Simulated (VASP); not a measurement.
# Ag (Fm-3m) in VASP: single point with PBE

Aim: the single point of Ag with PBE.

All numbers are computed with VASP 6.6.1; they aren't measurements. Logs are shortened: lines on timing, memory, paths and dates and some standing lists are left out, and cuts for length are marked.

### 1 Starting point

The structure is cubic, space group Fm-3m (No. 225). Conventional cell: a = 4.146 Å, b = 4.146 Å, c = 4.146 Å, α = 90.00°, β = 90.00°, γ = 90.00°. Ag (site symmetry m-3m) is surrounded by 12 Ag at 2.93 Å.

### 2 Single point, PBE

INCAR

```
SYSTEM = Ag
PREC = Accurate ; ENCUT = 520
EDIFF = 1E-6 ; ISMEAR = 1
SIGMA = 0.1 ; LREAL = .FALSE.
LASPH = .TRUE. ; NELM = 80
ALGO = Normal ; ISIF = 2
LWAVE = .FALSE. ; LCHARG = .FALSE.
GGA = PE ; ICORELEVEL = 1
```

KPOINTS

```
Automatic mesh
0
G
  13 13 26
  0 0 0
```

POSCAR

```
Ag
1.0
    2.9314808700      0.0000000000      0.0000000000
    0.0000000000      2.9314808700      0.0000000000
    1.4657404300      1.4657404300      2.0728700000
Ag
1
Direct
    0.0000000000      0.0000000000      0.0000000000
```

Potentials or basis: VASP PAW PBE potentials, release 64 (Ag).

Launch:

```
$ cat potpaw_PBE.64/Ag/POTCAR > POTCAR
$ mpirun -np 1 vasp_std > vasp.out
```

OUTCAR:

```text
SYSTEM = Ag
   PREC = Accurate
   ENCUT = 520
   EDIFF = 1E-6
   ISMEAR = 1
   LREAL = .FALSE.
   LASPH = .TRUE.
   NELM = 80
   ISIF = 2
   GGA = PE

 ion  position               nearest neighbor table
   1  0.000  0.000  0.000-

  LATTYP: Found a face centered cubic cell.
 ALAT       =     4.1457399950

  Lattice vectors:

 A1 = (   1.4657404300,   1.4657404300,   2.0728700000)
 A2 = (   1.4657404300,  -1.4657404400,   2.0728700000)
 A3 = (   2.9314808700,   0.0000000000,   0.0000000000)

Analysis of symmetry for initial positions (statically):
=====================================================================
 Subroutine PRICEL returns:
 Original cell was already a primitive cell.

 Routine SETGRP: Setting up the symmetry group for a
 face centered cubic supercell.

 Subroutine GETGRP returns: Found 48 space group operations
 (whereof 48 operations were pure point group operations)
 out of a pool of 48 trial point group operations.

The static configuration has the point symmetry O_h .

Analysis of symmetry for dynamics (positions and initial velocities):
=====================================================================
 Subroutine PRICEL returns:
 Original cell was already a primitive cell.

 Routine SETGRP: Setting up the symmetry group for a
 face centered cubic supercell.

 Subroutine GETGRP returns: Found 48 space group operations
 (whereof 48 operations were pure point group operations)
 out of a pool of 48 trial point group operations.

The dynamic configuration has the point symmetry O_h .

 Subroutine INISYM returns: Found 48 space group operations
 (whereof 48 operations are pure point group operations),
 and found     1 'primitive' translations

----------------------------------------------------------------------------------------

                                     Primitive cell

  volume of cell :      17.8134

  direct lattice vectors                    reciprocal lattice vectors
     2.931480870  0.000000000  0.000000000     0.341124518  0.000000000 -0.241211460
     0.000000000  2.931480870  0.000000000     0.000000000  0.341124518 -0.241211460
     1.465740430  1.465740430  2.072870000     0.000000000  0.000000000  0.482422921

  length of vectors
     2.931480870  2.931480870  2.931480864     0.417790504  0.417790504  0.482422921

  position of ions in fractional coordinates (direct lattice)
     0.000000000  0.000000000  0.000000000

  ion indices of the primitive-cell ions
   primitive index   ion index
[... 104 lines left out ...]
   TEBEG  =    0.0;   TEEND  =   0.0 temperature during run
   PSTRESS=    0.0 pullay stress
   NELECT =      11.0000    total number of electrons
   NUPDOWN=      -1.0000    fix difference up-down
   EMIN   =  10.00;   EMAX   =-10.00  energy-range for DOS
   EFERMI =   0.00;   METHOD = LEGACY
   ISMEAR =     1;   SIGMA  =   0.10  broadening in eV -4-tet -1-fermi 0-gaus
   EFERMI_NEDOS =   21; number of points for ismear=-14 and -15
   IALGO  =     38    algorithm
   IMIX   =      4    mixing-type and parameters
     AMIX     =   0.40;   BMIX     =  1.00
     AMIX_MAG =   1.60;   BMIX_MAG =  1.00
  volume/ion in A,a.u.               =      17.81       120.21
  Fermi-wavevector in a.u.,A,eV,Ry     =   1.394088  2.634445 26.442686  1.943483
  Thomas-Fermi vector in A             =   2.517671
   LORBIT       =      0    0 simple, 1 ext, 2 COOP (PROOUT), +10 PAW based schemes
   GGA     = PE    functional components
   LHFCALC =     F    Hartree Fock is set to
   AEXX    =    0.0000 exact exchange contribution
   IVDW    =     0    specifies the selected vdW correction
   LEPSILON=     F    determine dielectric tensor
   LRPA    =     F    only Hartree local field effects (RPA)
 non-spin polarized calculation
 Methfessel and Paxton  Order N= 1 SIGMA  =   0.10
  energy-cutoff  :      520.00
  volume of cell :       17.81
 maximum number of plane-waves:       531
 NGX is ok and might be reduce to    24
   NGX = 11   NGY = 11   NGZ = 11

 number of electron      11.0000000 magnetization

 Free energy of the ion-electron system (eV)
  ---------------------------------------------------
  ext. energy  EPLUGINS =         0.00000000
  ---------------------------------------------------
  free energy    TOTEN  =        -2.71845508 eV

  energy without entropy =       -2.71848386  energy(sigma->0) =       -2.71846467

 the core state eigenenergies are
   1-  1s -25314.3694  2s  -3718.0350  2p  -3333.5402  3s   -672.9183  3p   -546.6849
       3d   -347.7702  4s    -84.1115  4p    -47.5646

 E-fermi :   7.9747     XC(G=0): -11.9507

 val. band max:        7.9680296136   @ k =   0.4615   0.0769   0.0000
 cond. band min:       8.0012375650   @ k =  -0.4615   0.0000   0.2692
 fundamental gap:      0.0332079514
 Fermi energy:         7.9747453811

 k-point     1 :       0.0000    0.0000    0.0000
  band No.  band energies     occupation
      1       0.3846      2.00000
      2       3.1811      2.00000
      3       3.1811      2.00000
      4       3.1811      2.00000
      5       4.1370      2.00000
      6       4.1370      2.00000
      7      23.7592      0.00000
      8      27.0785      0.00000
      9      27.0785      0.00000
[... 265 lines left out ...]
 k-point    24 :       0.4615    0.1538    0.0000
  band No.  band energies     occupation
      1       2.0437      2.00000
      2       2.9623      2.00000
      3       3.4657      2.00000
      4       4.0087      2.00000
      5       4.8516      2.00000
      6       8.9807     -0.00000
      7      11.4169      0.00000
      8      20.9934      0.00000
      9      23.4187      0.00000

 [... further k-points ...]

------------------------ aborting loop because EDIFF is reached ----------------------------------------

  FORCE on cell =-STRESS in cart. coord.  units (eV):
  Direction    XX          YY          ZZ          XY          YZ          ZX
  --------------------------------------------------------------------------------------
  -------------------------------------------------------------------------------------
  Total       -0.0083214     -0.0083214     -0.0083214     -0.0000000      0.0000000      0.0000000
  in kB       -0.7484450     -0.7484450     -0.7484450     -0.0000000      0.0000000      0.0000000
  external PRESSURE =      -0.7484450 kB  Pullay stress =       0.0000000 kB

 VOLUME and BASIS-vectors are now :
 -----------------------------------------------------------------------------
  energy-cutoff  :      520.00
  volume of cell :       17.81
      direct lattice vectors                 reciprocal lattice vectors
     2.931480870  0.000000000  0.000000000     0.341124518  0.000000000 -0.241211460
     0.000000000  2.931480870  0.000000000     0.000000000  0.341124518 -0.241211460
     1.465740430  1.465740430  2.072870000     0.000000000  0.000000000  0.482422921

 POSITION                                       TOTAL-FORCE (eV/Angst)
 -----------------------------------------------------------------------------------
      0.00000      0.00000      0.00000         0.000000     -0.000000      0.000000
 -----------------------------------------------------------------------------------
    total drift:                                0.000000     -0.000000      0.000000

  FREE ENERGIE OF THE ION-ELECTRON SYSTEM (eV)
  ---------------------------------------------------
  free  energy   TOTEN  =        -2.7184550794 eV

  energy  without entropy=       -2.7184838623  energy(sigma->0) =       -2.71846467
```

OSZICAR:

```text
N       E                     dE             d eps       ncg     rms          rms(c)
DAV:   1     0.452105151542E+02    0.45211E+02   -0.57252E+03  5152   0.110E+03
DAV:   2    -0.257093918646E+01   -0.47781E+02   -0.45641E+02  5157   0.208E+02
DAV:   3    -0.296094595278E+01   -0.39001E+00   -0.38989E+00  5891   0.231E+01
DAV:   4    -0.296174923514E+01   -0.80328E-03   -0.80327E-03  5712   0.990E-01
DAV:   5    -0.296175484780E+01   -0.56127E-05   -0.56118E-05  5546   0.739E-02    0.466E+00
DAV:   6    -0.272761703290E+01    0.23414E+00   -0.11418E+00  5147   0.115E+01    0.308E+00
DAV:   7    -0.272094630812E+01    0.66707E-02   -0.87899E-03  5492   0.105E+00    0.176E+00
DAV:   8    -0.271844091423E+01    0.25054E-02   -0.69209E-04  5193   0.268E-01    0.665E-02
DAV:   9    -0.271844855752E+01   -0.76433E-05   -0.66091E-06  5949   0.237E-02    0.139E-02
DAV:  10    -0.271845543997E+01   -0.68825E-05   -0.40283E-06  5530   0.255E-02    0.494E-03
DAV:  11    -0.271845507935E+01    0.36062E-06   -0.69144E-08  2640   0.287E-03
   1 F= -.27184551E+01 E0= -.27184647E+01  d E =0.287829E-04
```

Run time: 17 s. Hardware: 1 thread of Intel Xeon Platinum 8488C (Sapphire Rapids), shared host; peak memory 0.18 GiB.

Results:

```yaml
Free_energy: -2.7185 eV
Pressure: -0.1 GPa
Band_gap_on_the_k_mesh: none (metal or under the smearing width)
```

Core levels (eV, on the scale of the bands):
```csv
atom,levels
1 Ag,"1s -25314.4, 2s -3718.0, 2p -3333.5, 3s -672.9, 3p -546.7, 3d -347.8, 4s -84.1, 4p -47.6"
```
